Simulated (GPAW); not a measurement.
Li: relaxation of cell and atoms with revPBE+D3(BJ)

The system is Li.

```
Li
1.0
    -1.75465    1.75465    1.75465
     1.75465   -1.75465    1.75465
     1.75465    1.75465   -1.75465
Li
1
Direct
  0.00000 0.00000 0.00000
```

```json
{
 "Program": "GPAW 26.7.0",
 "Task": "relaxation of cell and atoms",
 "Functional": "revPBE",
 "Dispersion": "D3(BJ)",
 "Potentials or basis": "the program's PAW data sets (release 1.2.1) made for this functional",
 "Cutoff": "800 eV",
 "Basis": "pw",
 "k mesh": "11 × 11 × 11",
 "Occupations": "fermi-dirac, width 0.05 eV",
 "Spin": "no spin polarisation",
 "Maxiter": "150",
 "Optimizer": "FIRE",
 "Fmax": "0.01 eV/Å",
 "Max steps": "100",
 "Convergence": "density=1e-05 forces=0.0001"
}
```

| Item | Value |
| --- | --- |
| Relaxed volume | 17.44 Å³/atom |
| Relaxed cell | a = 2.830 Å, b = 2.830 Å, c = 2.830 Å, α = 109.47°, β = 109.47°, γ = 109.47° |
| Space group after relaxing (to 0.05 Å) | Im-3m (No. 229) |
| Energy gained by relaxing | 36.1 meV/atom |
| Ionic steps | 18 |
| Pressure after relaxing | 0.1 GPa |
| Band gap on the k mesh | none (metal or under the smearing width) |
| Dispersion energy per atom | -0.382 eV |

Step by step:
| step | energy change (eV) | largest force (eV/Å) | pressure (GPa) | volume (Å³) |
| --- | --- | --- | --- | --- |
| 1 | 0.0000 | 0.0000 | -2.44 | 21.61 |
| 2 | -0.0032 | 0.0000 | -2.37 | 21.40 |
| 3 | -0.0091 | 0.0000 | -2.20 | 20.99 |
| 4 | -0.0166 | 0.0000 | -1.95 | 20.41 |
| 5 | -0.0244 | 0.0000 | -1.58 | 19.69 |
| 6 | -0.0311 | 0.0000 | -1.10 | 18.90 |
| 7 | -0.0353 | 0.0000 | -0.48 | 18.06 |
| 8 | -0.0359 | 0.0000 | 0.27 | 17.24 |
| 9 | -0.0359 | 0.0000 | 0.27 | 17.24 |
| 10 | -0.0359 | 0.0000 | 0.26 | 17.25 |
| 11 | -0.0359 | 0.0000 | 0.25 | 17.26 |
| 12 | -0.0359 | 0.0000 | 0.23 | 17.27 |
| 13 | -0.0359 | 0.0000 | 0.22 | 17.29 |
| 14 | -0.0360 | 0.0000 | 0.20 | 17.31 |
| 15 | -0.0360 | 0.0000 | 0.17 | 17.34 |
| 16 | -0.0360 | 0.0000 | 0.14 | 17.36 |
| 17 | -0.0360 | 0.0000 | 0.11 | 17.40 |
| 18 | -0.0361 | 0.0000 | 0.07 | 17.44 |

Final structure:
```
Li
1.0
    -1.63370    1.63370    1.63370
     1.63370   -1.63370    1.63370
     1.63370    1.63370   -1.63370
Li
1
Direct
  0.00000 0.00000 0.00000
```

Levels at points of the mesh, in eV from the Fermi level:
```
           k point  band 1  band 2
(0.00, 0.00, 0.00)   -3.80   16.63
```

It took 58 s on 1 thread of Arm Neoverse V1, with other jobs on the host, peak memory 0.19 GiB.

The cell as given is a measured one (21.61 Å³/atom); revPBE+D3(BJ) puts the equilibrium volume -19.3 % from it, thermal expansion not counted.

Caveat: later steps reuse the first step's grids; the volume moved by over 15 % at a fixed basis, so the end points are rough; the volume moved by -19 % from the deposited cell, more than functionals usually miss; pairwise dispersion overbinds metals, which lowers pressure and volume.
